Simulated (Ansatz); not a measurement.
# TaN: tests of the settings

Aim, for TaN: test the smearing width on a coarse mesh.

Computed with Ansatz 0.2.0 (DFT PBE, scalar-relativistic, plane waves, PAW, unless a step's input says otherwise).

### Step 1. Starting point

Symmetry: P6_3mc, No. 186, hexagonal system. Conventional cell: a = 3.050 Å, b = 3.050 Å, c = 4.940 Å, α = 90.00°, β = 90.00°, γ = 120.00°. Ta (site symmetry 3m) has 4 N at 1.85 to 1.90 Å as nearest neighbours. Around N (site symmetry 3m) lie 4 Ta at 1.85 to 1.90 Å.

Coordinates:

```cif
data_structure
_symmetry_space_group_name_H-M 'P6_3mc'
_symmetry_Int_Tables_number 186
_cell_length_a 3.0500
_cell_length_b 3.0500
_cell_length_c 4.9400
_cell_angle_alpha 90.000
_cell_angle_beta 90.000
_cell_angle_gamma 120.000
_cell_volume 39.80
loop_
_atom_site_label
_atom_site_type_symbol
_atom_site_symmetry_multiplicity
_atom_site_Wyckoff_symbol
_atom_site_fract_x
_atom_site_fract_y
_atom_site_fract_z
_atom_site_occupancy
Ta1 Ta 2 b 0.33333 0.66667 0.00000 1
N1 N 2 b 0.33333 0.66667 0.38500 1
```

The structure comes from the Crystallography Open Database; it is used as listed.

### Step 2. The base run, which the others are set against

Contents of input.yaml:

```yaml
crystal:
  lattice:
    - [3.0500010905, 0.0, 0.0]
    - [-1.5250005453, 2.641378426, 0.0]
    - [0.0, 0.0, 4.94]
  atoms:
    - { symbol: Ta, position: [0.3333333333, 0.6666666667, 0.0] }
    - { symbol: Ta, position: [0.6666666667, 0.3333333333, 0.5] }
    - { symbol: "N", position: [0.3333333333, 0.6666666667, 0.385] }
    - { symbol: "N", position: [0.6666666667, 0.3333333333, 0.885] }
basis:
  ecutwfc: 420
kpoints:
  mp_grid: { grid: [15, 15, 8] }
hamiltonian:
  xc: pbe
scf:
  occupations: { method: gaussian, width: 0.1 }
output:
  forces: true
  stress: true
  eigenvalues: true
  populations: true
```

Its results, from an earlier run: -5157.4970 eV/atom at zero smearing, pressure 137.13 GPa, largest force 2.356 eV/Å, no gap on the mesh, in 6 SCF cycles and 12 s.

### Step 3. Smearing width on a coarse mesh set to Gaussian 0.01 eV

Contents of input.yaml:

```yaml
crystal:
  lattice:
    - [3.0500010905, 0.0, 0.0]
    - [-1.5250005453, 2.641378426, 0.0]
    - [0.0, 0.0, 4.94]
  atoms:
    - { symbol: Ta, position: [0.3333333333, 0.6666666667, 0.0] }
    - { symbol: Ta, position: [0.6666666667, 0.3333333333, 0.5] }
    - { symbol: "N", position: [0.3333333333, 0.6666666667, 0.385] }
    - { symbol: "N", position: [0.6666666667, 0.3333333333, 0.885] }
basis:
  ecutwfc: 420
kpoints:
  mp_grid: { grid: [8, 8, 4] }
hamiltonian:
  xc: pbe
scf:
  occupations: { method: gaussian, width: 0.01 }
output:
  forces: true
  stress: true
  eigenvalues: true
```

### Step 4. Smearing width on a coarse mesh set to Gaussian 0.05 eV

Edit input.yaml of step 3 so:

```diff
@@ -17,3 +17,3 @@
 scf:
-  occupations: { method: gaussian, width: 0.01 }
+  occupations: { method: gaussian, width: 0.05 }
 output:
```

### Step 5. Smearing width on a coarse mesh set to Gaussian 0.1 eV

Edit input.yaml of step 4 so:

```diff
@@ -17,3 +17,3 @@
 scf:
-  occupations: { method: gaussian, width: 0.05 }
+  occupations: { method: gaussian, width: 0.1 }
 output:
```

### Step 6. Smearing width on a coarse mesh set to Gaussian 0.2 eV

Edit input.yaml of step 5 so:

```diff
@@ -17,3 +17,3 @@
 scf:
-  occupations: { method: gaussian, width: 0.1 }
+  occupations: { method: gaussian, width: 0.2 }
 output:
```

### Step 7. Smearing width on a coarse mesh: Gaussian 0.4 eV

Edit input.yaml of step 6 so:

```diff
@@ -17,3 +17,3 @@
 scf:
-  occupations: { method: gaussian, width: 0.2 }
+  occupations: { method: gaussian, width: 0.4 }
 output:
```

(Steps that only read results are left out.)

What results come out of these runs, taken together? Wanted: largest energy shift, smearing width on a coarse mesh.

As calculated:

```
                                             quantity                          value
largest energy shift, smearing width on a coarse mesh  9.89 meV/atom at Gaussian 0.4
```

The free energy moves by up to 9.27 meV/atom (Gaussian 0.01), the energy extrapolated to zero width by up to 9.89. On the coarse mesh the shift from the base is least at Gaussian 0.1 eV (8.40 meV/atom): a wider smearing hides a sparse mesh, up to the point where its own error takes over. The listed cell is far from this method's equilibrium (137.1 GPa, forces up to 2.36 eV/Å), so its values are not those of the relaxed crystal. Spin-orbit coupling is left out for Ta.
